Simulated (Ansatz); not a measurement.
# A failed many-body run on PbI2 (P-3m1)

A first try at the G0W0 gap of PbI2 (P-3m1), what the program said, and an input that works.

Main program and level: Ansatz 0.2.0; G0W0 on PBE, plane waves, PAW.

## Step 1: Starting point

The structure is trigonal, space group P-3m1 (No. 164). Conventional cell: a = 4.555 Å, b = 4.555 Å, c = 6.977 Å, α = 90.00°, β = 90.00°, γ = 120.00°. Pb has 6 I at 3.21 Å nearest. I has 3 Pb at 3.21 Å nearest. Farther neighbours and most contacts between anions are not listed.

Coordinates:

```cif
data_structure
_symmetry_space_group_name_H-M 'P 1'
_symmetry_Int_Tables_number 1
_cell_length_a 4.5550
_cell_length_b 4.5550
_cell_length_c 6.9770
_cell_angle_alpha 90.000
_cell_angle_beta 90.000
_cell_angle_gamma 120.000
_cell_volume 125.36
loop_
_atom_site_label
_atom_site_type_symbol
_atom_site_fract_x
_atom_site_fract_y
_atom_site_fract_z
_atom_site_occupancy
Pb1 Pb 0.00000 0.00000 0.00000 1
I2 I 0.33333 0.66667 0.26500 1
I3 I 0.66667 0.33333 0.73500 1
```

The cell and positions come from the Crystallography Open Database and are kept as given unless a step says otherwise. Spin-orbit coupling is left out unless a step names it. The default PAW set here is soft_2. Its files were made with PBE.

## Step 2: First try

File input.yaml:

```yaml
crystal:
  lattice:
    - [4.555, 0.0, 0.0]
    - [-2.2775, 3.9447457142, 0.0]
    - [0.0, 0.0, 6.977]
  atoms:
    - { symbol: Pb, position: [0.0, 0.0, 0.0] }
    - { symbol: I, position: [0.3333333333, 0.6666666667, 0.265] }
    - { symbol: I, position: [0.6666666667, 0.3333333333, 0.735] }
kpoints:
  mp_grid: { grid: [6, 6, 2] }
hamiltonian:
  xc: pbe
scf:
  occupations: { method: fixed }
gw:
  n_empty_bands: 2
  ecut_chi: 80
  qp_bands: [v2, c2]
  qp_kpoints: band_edges
  screening: { model: contour_deformation }
```

Launch:

```bash
ansatz run input.yaml --threads 3 --pin off --max-ram 92160MiB --backend cuda --events-out ev --progress --plain --runs-dir out --devices 1 --max-vram 13GiB  # rebuilt from the run's record
```

Numbers of over 12 decimals in the logs are rounded to 6 here.

The log of the run:

```text
GPUs: using 1 of 1 available (devices: 1).
Engine: ansatz 0.2.0, x86_64-unknown-linux-gnu
Pseudopotentials: kind: paw
Pseudopotential: Pb, paw, valence charge 14, recommended cutoff 420 eV (normal), Pb.paw.azcp
Pseudopotential: I, paw, valence charge 17, recommended cutoff 420 eV (normal), I.paw.azcp
Functional definition: PBE
  parameter kappa = 0.804
  parameter beta = 0.066725
  exchange = pbe_x(kappa = kappa, mu = beta*pi^2/3)
  correlation = pbe_c(beta = beta)
device memory: the entry about to start is reckoned to put 1.0 GiB on a device that reports 38.6 GiB free (of which the cap on the GPU budget leaves the run 13.0 GiB)
GPU FFT provider: cuFFT
GPU libraries: cuBLAS 13.8.2, cuFFT 12.4.0, cuSOLVER 12.3.4
Crystal: 3 atoms, lattice volume = 125.365 Å³
Basis set: ecut = 420 eV, 2453 PW (Γ)
Bands: 29, of which v1, the nominal top of the filled ones, is band 24 counted from 1 (23 counted from 0)
Symmetry: 12 space group operations
Space group: P-3m1 (ITA 164), of the structure as read, at distance tolerance 5.0e-5 Å
k-points: 14 of 72
Non-local potential: Pb, projectors of the file, l = 0: 2, l = 1: 2, l = 2: 2, l = 3: 2
Non-local potential: I, projectors of the file, l = 0: 2, l = 1: 2, l = 2: 2, l = 3: 2
PAW form: soft (Blöchl's): semilocal exchange-correlation on the pseudo side does not see the compensation charge
PAW one-centre angular grid: Pb, 590 points (default); XC on 64 Gauss nodes
PAW one-centre angular grid: I, 590 points (default); XC on 64 Gauss nodes
Initial density: superposition of atomic densities (neutral atoms: chi_scale 0, normalization atom), corrected by the library's trained network
Initial wavefunctions: pseudopotential atomic-orbital guess
GPU buffer pool allocated for 49152 grid points (all kernels)
GPU transforms: local potential and band sums: pruned to the plane-wave sphere, on 30×32×48
Functional: x = pbe(κ = 0.804, μ = 0.219515), c = pbe(β = 0.066725)
SCF iter   1: F=—  HF=-26934.180172 eV  |F-HF|=—  |Δ(HF+E_count)|=         —  Δρ=5.95e-4  dr2=2.74e-4  ethr=1.77e-3  ⟨swp⟩=5.0  Hψ=1594  notcnv=0  defer=37
preconditioner: auto → Resta (q_TF=auto, 2.325 Å⁻¹)  ε∞=2.7  [insulator: Δε(μ)=2.218 eV  Ē_g=13.440 eV  n_scr=22 (ndim 8)  ℏωp=17.5 eV  f_vac=0.121  ε∞_Penn≈2.7]
SCF iter   2: F=—  HF=-26934.179760 eV  |F-HF|=—  |Δ(HF+E_count)|=   4.13e-4  Δρ=3.74e-4  dr2=1.54e-4  ethr=5.71e-7  ⟨swp⟩=3.0  Hψ=1056  notcnv=0  defer=39
SCF iter   3: F=—  HF=-26934.179808 eV  |F-HF|=—  |Δ(HF+E_count)|=   4.87e-5  Δρ=2.27e-4  dr2=3.83e-5  ethr=3.21e-7  ⟨swp⟩=3.0  Hψ=727  notcnv=0  defer=38
SCF iter   4: F=—  HF=-26934.179900 eV  |F-HF|=—  |Δ(HF+E_count)|=   9.23e-5  Δρ=5.44e-5  dr2=2.64e-6  ethr=7.97e-8  ⟨swp⟩=2.0  Hψ=743  notcnv=0  defer=38
SCF iter   5: F=—  HF=-26934.179902 eV  |F-HF|=—  |Δ(HF+E_count)|=   1.81e-6  Δρ=3.26e-5  dr2=1.23e-6  ethr=5.50e-9  ⟨swp⟩=3.0  Hψ=728  notcnv=0  defer=38
SCF iter   6: F=-26934.179902 eV  HF=-26934.179902 eV  |F-HF|=7.50e-8  |Δ(HF+E_count)|=   3.35e-7  Δρ=9.52e-6  dr2=7.61e-8  ethr=2.08e-10  ⟨swp⟩=9.4  Hψ=2200  notcnv=0
SCF 1 converged in 6 iterations: F = -26934.179902 eV  dr2 = 7.61e-8
[...]
device memory: the entry about to start is reckoned to put 1.1 GiB (of the 1.2 GiB reckoned in all, the device holds 0.1 GiB already) on a device that reports 38.5 GiB free (of which the cap on the GPU budget leaves the run 12.9 GiB)
NSCF: frozen V_eff on 14 k-points, pencils in batches of 32, up to order 116
[...]
device memory: the entry about to start is reckoned to put 0.9 GiB on a device that reports 38.6 GiB free (of which the cap on the GPU budget leaves the run 13.0 GiB)
NSCF: frozen V_eff on 14 k-points, pencils in batches of 32, up to order 124
SCF converged after 6 iterations
Free energy (F): -26934.179902 eV
Harris-Foulkes:  -26934.179902 eV  (|F-HF|=7.50e-8)
Internal energy: -26934.179902 eV  (E = F + TS)
E sigma→0 (E₀):  -26934.179902 eV
Fermi energy:    5.163079 eV
--- Per-component energies (eV) ---
  E_band       = -870.768954
  E_kinetic    = 664.339312
  E_local      = -5494.410688  (includes V_loc(G=0)·N_el)
  E_nonlocal   = 168.045928
  E_hartree    = 2671.650854
  E_xc         = -477.282891
  E_vxc        = -389.784571  (∫ρ·V_xc dr)
  E_paw        = -20034.837062  (= ΣΔE_a)
  E_vpaw       = -1162.243959  (= ΣTr[D̂ρ^β])
  E_aug_tail   = 0.000029  (compensation charges beyond the density's cutoff)
  E_ewald      = -4431.685384
  E_smearing   = -0.000000  (= −TS)
  E_closure    = -0.000000  (closes the sum)
  Σ components = -26934.179902   (vs F -26934.179902, Δ=0.00e0)
--- Band table (eV; the first three rows and the last of 14) ---
  k-point 0: bands = [... 20 lower, 4.1318, 4.2229, 4.2229, 4.4461, 7.6211, 8.5177, 8.5177, 11.5702, ... 1 higher]
  k-point 1: bands = [... 20 lower, 3.9969, 4.4013, 4.4013, 5.1631, 7.3786, 8.3310, 8.3310, 11.5788, ... 1 higher]
  k-point 2: bands = [... 20 lower, 3.6884, 4.4149, 4.5206, 4.9283, 7.9828, 8.4197, 8.6833, 11.5457, ... 1 higher]
  k-point 13: bands = [... 20 lower, 2.4822, 4.3867, 4.3867, 5.0779, 8.5345, 8.5345, 9.3305, 12.2158, ... 1 higher]
```

It took 4.6 s on 1 × NVIDIA H100 80GB HBM3 (shared by 6 runs) with 3 threads of AMD EPYC 7R13 (Zen 3), shared host; peak memory 0.98 GiB.

In the SCF lines HF is the Harris–Foulkes energy and dr2 the Hartree energy of the density residual, in eV; the loop may stop once dr2 is under the threshold and the program's other checks hold. Hψ counts applications of the Hamiltonian.

**What went wrong?**

The self-consistent loop converged; the step after it was not made. The program's words: G₀W₀ refused: the quasiparticle rows reach c2, inside the degenerate multiplet of c2 to c3 at k-index 0, which gw.n_empty_bands = 2 cuts: a row's own level would stand in its own sum at a weight under one; raise gw.n_empty_bands to 3 or more, or end gw.qp_bands at c1 or below

The fault: two empty bands. The screening and the self-energy are sums over empty states, and two bands hold almost none of them; where the cut also splits a degenerate level, the program refuses for that.

## Step 3: A better input

G0W0 replaces the xc potential by the self-energy, built once from these orbitals. Only a window of levels is corrected, while the sums run over the empty bands that the input names.

input.yaml: that of step 2 with these lines changed.

```diff
@@ -16,4 +16,4 @@
 gw:
-  n_empty_bands: 2
-  ecut_chi: 80
+  n_empty_bands: 132
+  ecut_chi: 60
   qp_bands: [v2, c2]
```

The log of the run:

```text
GPUs: using 1 of 1 available (devices: 1).
[...]
GPU FFT provider: cuFFT
GPU libraries: cuBLAS 13.8.2, cuFFT 12.4.0, cuSOLVER 12.3.4
Crystal: 3 atoms, lattice volume = 125.365 Å³
Basis set: ecut = 420 eV, 2453 PW (Γ)
Bands: 29, of which v1, the nominal top of the filled ones, is band 24 counted from 1 (23 counted from 0)
[... 1 set-up line as in the run before ...]
[...]
k-points: 14 of 72
[...]
GPU buffer pool allocated for 49152 grid points (all kernels)
[...]
SCF iter   1: F=—  HF=-26934.180172 eV  |F-HF|=—  |Δ(HF+E_count)|=         —  Δρ=5.95e-4  dr2=2.74e-4  ethr=1.77e-3  ⟨swp⟩=5.0  Hψ=1594  notcnv=0  defer=37
[...]
SCF iter   6: F=-26934.179902 eV  HF=-26934.179902 eV  |F-HF|=7.50e-8  |Δ(HF+E_count)|=   3.35e-7  Δρ=9.52e-6  dr2=7.61e-8  ethr=2.08e-10  ⟨swp⟩=9.4  Hψ=2200  notcnv=0
SCF 1 converged in 6 iterations: F = -26934.179902 eV  dr2 = 7.61e-8
[...]
0    23      4.2229   -17.3307     2.2792   -14.5222  0.7510     3.6877     3.6937  root
     0    24      4.4461   -17.3332     2.2332   -14.6333  0.7503     3.9748     3.9794  root
     0    25      7.6211    -7.5749    -3.1420   -11.1275  0.7959     8.0340     8.0317  root
     0    26      8.5177    -8.5380    -3.2744   -12.3743  0.7829     9.0848     9.0797  root
     1    23      4.4013   -17.4463     2.2085   -14.7289  0.7546     3.8870     3.8923  root
     1    24      5.1631   -17.2543     1.5356   -15.3454  0.7710     4.7876     4.7898  root
     1    25      7.3786    -7.4350    -3.1495   -10.9899  0.7998     7.7861     7.7840  root
     1    26      8.3310    -8.3270    -3.1869   -12.0476  0.7871     8.8689     8.8646  root
[...]
13    23      4.3867   -17.4043     2.2758   -14.6073  0.7515     3.8597     3.8655  root
    13    24      5.0779   -17.3909     1.7042   -15.2883  0.7673     4.6768     4.6795  root
    13    25      8.5345    -8.0406    -3.2520   -11.8026  0.7874     9.0486     9.0445  root
    13    26      8.5345    -8.0406    -3.2520   -11.8026  0.7874     9.0486     9.0445  root
[key lines of the parts left out:]
SCF converged after 6 iterations
Free energy (F): -26934.179902 eV
Fermi energy:    5.163079 eV
```

Elapsed: 14 s, on 1 × NVIDIA H100 80GB HBM3 (shared by 6 runs) with 3 threads; peak memory 1.2 GiB; 19 s of CPU time.

This step gave:

```yaml
bands_summed: 156
rpa_eps_infinity_on_this_mesh_eigenvalues: 4.663, 6.285, 6.285
plane_waves_in_the_screening_matrix: 135
q_points_in_the_mesh: 72
g0w0_gap_on_the_mesh: 2.994 eV
k_of_the_valence_top: 0, 0, -0.5
k_of_the_conduction_bottom: 0, 0, -0.5
starting_gap_on_the_mesh: 2.215 eV
z_at_the_valence_top: 0.7710
z_at_the_conduction_bottom: 0.7998
least_direct_g0w0_gap_on_the_computed_points: 2.994 eV
```

The gap on the mesh goes from 2.22 eV to 2.99 eV, a correction of +0.78 eV. Between the two edge states, bare exchange in place of the xc potential would open the gap by 5.46 eV, and correlation takes back 4.69 eV.

## Step 4: Results

```yaml
first_try: the many-body step was refused after 4.6 s
better_run: G0W0 gap on the mesh 2.99 eV (6×6×2 mesh, 132 empty bands, screening to 60 eV)
```

The second run differs in: empty bands and screening cutoff (eV). Bands and cutoff are finite, so the gap is not at the basis limit. The miss can reach some tenths of an eV and take either sign; the mesh is an error of its own. The 6×6×2 mesh is coarse for this cell (its supercell is 14 Å along the shortest edge). The RPA ε∞ on it, from the PBE start, is 4.66 and 6.28; such meshes misread the long-range screening, most where the gap is narrow. Where an edge is built on 6p states of lead, bismuth or thallium, scalar-relativistic gaps usually stand too wide, by a few tenths to over one eV. The many-body steps are scalar-relativistic: spin-orbit coupling is not in them.

[Paths, hosts, dates, memory and timing lines, banners, echoed tables and standing remarks are left out of the program output.]

[Logs are printed without paths, hosts, clocks, repeated set-up lines and the standing remarks that a program may print on its own settings, such as how far it seeks lower states.]

[Runs of the session that timed out or met a known fault of the program may be left out.]

[Cells called generated may have been cut or substituted from an entry of the Crystallography Open Database or the Materials Project.]

[Hosts, paths, dates, database ids (printed as entryN), source tags and the programs' standing remarks are cut or masked in the printed files.]
